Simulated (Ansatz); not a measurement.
# What DFT gives for BeSe

```
CELL_PARAMETERS angstrom
0.00000 2.51666 2.51666
2.51666 0.00000 2.51666
2.51666 2.51666 0.00000
ATOMIC_POSITIONS crystal
Be 0.00000 0.00000 0.00000
Se 0.25000 0.25000 0.25000
```

The numbers come from plane-wave PAW DFT (Ansatz): a composed functional ({exchange: hjs_pbesol, correlation: pbesol, exx: {coeff: 0.304, omega: 0.256}}), no spin polarisation, 420 eV, 8×8×8 Γ-centred k points, fermi-dirac occupations (width 0.1 eV). Nothing was relaxed.

- Electronic structure: The gap is 3.27 eV, indirect (the least direct gap found is 5.98 eV).
- Stress: The pressure is 4.5 GPa (compression positive), so with the atoms held at these fractions the cell would first expand.
- Charges: Bader charges in e: Be +1.62, Se -1.62. In the mean Be gives up most and Se takes most.

Origin: a database entry at a rescaled volume. Caveats: the exchange threshold is loose for a stress; the SCF threshold is loose for a stress.

Cost: 88 s on 2 threads of Arm Neoverse V2, with other jobs on the host, peak memory 1.8 GiB (start from the program's own first density). The time holds forces, stress, Bader, DOS, bands, ELF.
